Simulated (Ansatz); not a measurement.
# ZnS: the cost of one run

Method: DFT PBE, scalar-relativistic, plane waves, PAW, in Ansatz 0.2.0.

### 1 The starting structure

The structure is hexagonal, space group P6_3mc (No. 186). The conventional cell has a = 3.811 Å, b = 3.811 Å, c = 6.234 Å, α = 90.00°, β = 90.00°, γ = 120.00°. Zn (site symmetry 3m) is surrounded by 4 S at 2.31 to 2.40 Å. S (site symmetry 3m) is surrounded by 4 Zn at 2.31 to 2.40 Å.

Coordinates:

```cif
data_structure
_symmetry_space_group_name_H-M 'P 1'
_symmetry_Int_Tables_number 1
_cell_length_a 3.8110
_cell_length_b 3.8110
_cell_length_c 12.4680
_cell_angle_alpha 90.000
_cell_angle_beta 90.000
_cell_angle_gamma 60.000
_cell_volume 156.82
loop_
_atom_site_label
_atom_site_type_symbol
_atom_site_fract_x
_atom_site_fract_y
_atom_site_fract_z
_atom_site_occupancy
Zn1 Zn 0.33333 0.33333 0.00000 1
Zn2 Zn 0.33333 0.33333 0.50000 1
Zn3 Zn 0.66667 0.66667 0.25000 1
Zn4 Zn 0.66667 0.66667 0.75000 1
S1 S 0.33333 0.33333 0.19250 1
S2 S 0.33333 0.33333 0.69250 1
S3 S 0.66667 0.66667 0.44250 1
S4 S 0.66667 0.66667 0.94250 1
```

No relaxation comes first: the listed cell is the starting point.

### 2 The reference cell

The cell is repeated 2 times, 8 atoms in all. The reference gives a free energy of -16890.8409 eV, pressure 2.33 GPa, largest force 0.320 eV/Å and gap on the mesh 2.25 eV. It was computed beforehand with the settings of the runs below.

### 3 Setting up sliding across a plane

The cut lies on the cell's a–b face, a (0 0 1) plane of area 12.58 Å², between layers 2.40 Å apart (Zn below, S above); the cell is 12.5 Å thick. Vector c is tilted by f times 1·a + 1·b (length 6.601 Å) with the atoms' Cartesian places fixed: one unrelaxed fault per cell.

### 4 f = 0.167

input.yaml

```yaml
crystal:
  lattice:
    - [-3.8109987816, 0.0, 0.0]
    - [-1.9054993908, -3.3004217586, 0.0]
    - [-0.9529402453, -0.5501803072, 12.468]
  atoms:
    - { symbol: Zn, position: [0.2243532083, 0.2243532083, 0.65375] }
    - { symbol: Zn, position: [0.3077032083, 0.3077032083, 0.15375] }
    - { symbol: Zn, position: [0.5160115417, 0.5160115417, 0.90375] }
    - { symbol: Zn, position: [0.5993615417, 0.5993615417, 0.40375] }
    - { symbol: S, position: [0.1922634583, 0.1922634583, 0.84625] }
    - { symbol: S, position: [0.2756134583, 0.2756134583, 0.34625] }
    - { symbol: S, position: [0.6506217917, 0.6506217917, 0.09625] }
    - { symbol: S, position: [0.5672717917, 0.5672717917, 0.59625] }
basis:
  ecutwfc: 420
kpoints:
  mp_grid: { grid: [8, 8, 3] }
hamiltonian:
  xc: pbe
scf:
  occupations: { method: gaussian, width: 0.05 }
output:
  forces: true
  stress: true
  eigenvalues: true
  write_density: true
  write_potential: true
  elf: true
  volumetric_format: npy
```

Run with:

```
> ansatz run input.yaml --threads 2 --pin off --max-ram 5120MiB --backend cpu --events-out ev --progress --plain --runs-dir out
```

**Question.** How long does this run take on 2 threads of Intel Xeon Platinum 8488C (Sapphire Rapids), shared host, and how much memory does it need?

About 16 s, with a peak of 0.63 GiB.
